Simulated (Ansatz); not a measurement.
# Ga15Sb16: the cost of one run

Method: DFT PBE, scalar-relativistic, plane waves, PAW, in Ansatz 0.2.0.

1 further run of the same task is left out (set aside as unsound or not needed).

## 1. The starting structure

The structure is cubic, space group F-43m (No. 216). The conventional cell has a = 6.215 Å, b = 6.215 Å, c = 6.215 Å, α = 90.00°, β = 90.00°, γ = 90.00°. Ga (site symmetry -43m) is surrounded by 4 Sb at 2.69 Å. Sb (site symmetry -43m) is surrounded by 4 Ga at 2.69 Å.

As a file:

```
CELL_PARAMETERS angstrom
0.00000 3.10774 3.10774
3.10774 0.00000 3.10774
3.10774 3.10774 0.00000
ATOMIC_POSITIONS crystal
Ga 0.00000 0.00000 0.00000
Sb 0.75000 0.75000 0.75000
```

It goes back to an entry of the Materials Project.

It is the result of an earlier relaxation at this level (volume 30.01 Å³/atom; gap on the mesh: none (metal)).

The perfect supercell (rows -1 -1 -1; -1 -1 3; -1 3 -1 in vectors of this cell) was computed beforehand with the same settings: E(σ→0) = -164285.4236 eV for 32 atoms, gap none (metal).

## 2. Making the defect

The atom at (0.250, 0.000, 0.750) of the supercell is taken out. The other atoms start on their ideal sites. Its neighbours are 4 Sb at 2.69 Å.

## 3. Relaxing the defect

File input.yaml:

```yaml
crystal:
  lattice:
    - [-6.2154872468, -6.2154872468, -6.2154872468]
    - [6.2154872468, 6.2154872468, -6.2154872468]
    - [6.2154872468, -6.2154872468, 6.2154872468]
  atoms:
    - { symbol: Ga, position: [0.25, 0.75, 0.0] }
    - { symbol: Ga, position: [0.0, 0.0, 0.0] }
    - { symbol: Ga, position: [0.25, 0.5, 0.25] }
    - { symbol: Ga, position: [0.0, 0.75, 0.25] }
    - { symbol: Ga, position: [0.75, 0.0, 0.25] }
    - { symbol: Ga, position: [0.25, 0.25, 0.5] }
    - { symbol: Ga, position: [0.0, 0.5, 0.5] }
    - { symbol: Ga, position: [0.75, 0.75, 0.5] }
    - { symbol: Ga, position: [0.5, 0.0, 0.5] }
    - { symbol: Ga, position: [0.0, 0.25, 0.75] }
    - { symbol: Ga, position: [0.75, 0.5, 0.75] }
    - { symbol: Ga, position: [0.5, 0.75, 0.75] }
    - { symbol: Ga, position: [0.75, 0.25, 0.0] }
    - { symbol: Ga, position: [0.5, 0.5, 0.0] }
    - { symbol: Ga, position: [0.5, 0.25, 0.25] }
    - { symbol: Sb, position: [0.0, 0.75, 0.5] }
    - { symbol: Sb, position: [1.0, 0.5, 0.75] }
    - { symbol: Sb, position: [0.75, 0.75, 0.75] }
    - { symbol: Sb, position: [1.0, 0.25, 0.0] }
    - { symbol: Sb, position: [0.75, 0.5, 0.0] }
    - { symbol: Sb, position: [0.5, 0.75, 0.0] }
    - { symbol: Sb, position: [1.0, 0.0, 0.25] }
    - { symbol: Sb, position: [0.75, 0.25, 0.25] }
    - { symbol: Sb, position: [0.5, 0.5, 0.25] }
    - { symbol: Sb, position: [0.25, 0.75, 0.25] }
    - { symbol: Sb, position: [0.75, 0.0, 0.5] }
    - { symbol: Sb, position: [0.5, 0.25, 0.5] }
    - { symbol: Sb, position: [0.25, 0.5, 0.5] }
    - { symbol: Sb, position: [0.5, 0.0, 0.75] }
    - { symbol: Sb, position: [0.25, 0.25, 0.75] }
    - { symbol: Sb, position: [0.25, 0.0, 0.0] }
basis:
  ecutwfc: 420
  xc_grid: 2
kpoints:
  mp_grid: { grid: [3, 3, 3], shift: [0.0, 0.0, 0.0] }
hamiltonian:
  xc: pbe
scf:
  occupations: { method: gaussian, width: 0.1 }
output:
  forces: true
  stress: false
  eigenvalues: true
  write_density: true
  write_potential: true
  elf: true
  volumetric_format: npy
relax:
  adjacent_minimum: "off"
  f_tol: 0.025
  max_steps: 45
```

The run is started by

```
$ ansatz run input.yaml --threads 4 --pin off --max-ram 10240MiB --backend cpu --events-out ev --progress --plain --runs-dir out
```

Q: Estimate wall time and peak memory on 4 threads of Arm Neoverse V1, shared host.

About 5.8 min, with a peak of 4.1 GiB.
